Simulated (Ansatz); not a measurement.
Runs of Ansatz 0.2.0 on Gd. It takes space group Im-3m (No. 229, cubic). The conventional cell has a = 4.050 Å, b = 4.050 Å, c = 4.050 Å, α = 90.00°, β = 90.00°, γ = 90.00°. Gd (site symmetry m-3m) is surrounded by 8 Gd at 3.51 Å. This isn't the form of Gd at room conditions, which is hcp.

| cell | target pressure (GPa) | gap on the mesh (eV) | pressure (GPa) | moment (μB) |
| --- | --- | --- | --- | --- |
| relaxed to 30 GPa | 30 | none | 30.0 | (b) |
| relaxed to 20 GPa | 20 | none | 20.0 | 7.86 |
| relaxed | 0 | none | 0.0 | 8.01 |
| relaxed to 5 GPa | 5 | none | 5.0 | 7.97 |
| relaxed to 10 GPa | 10 | none | 10.0 | 7.93 |
| relaxed to 2 GPa | 2 | none | 2.0 | (a) |

Alike in all rows: task relaxation of cell and atoms; level r2SCAN; potentials or basis Ansatz PAW; spin collinear, ferromagnetic start; k mesh 9 × 9 × 9; cutoff (eV) 500; smearing fermi-dirac 0.05 eV.

**Question.** Estimate the missing entries.

**Answer.** (a) 7.98; (b) 7.80.

Caveats: the magnetic or orbital state may not be the lowest; the plane-wave basis is chosen anew once the cell has moved, so the energies of steps on either side of that aren't comparable; spin-orbit coupling is left out, which moves the levels of the heavy elements; the PAW data sets come from PBE, with cores solved anew for the run's functional, which leaves a small shift of forces and pressure.

A k mesh can miss the band edges, and the runs leave out spin-orbit coupling on Gd.

A gap of «none» marks a metal or a gap under the smearing width.
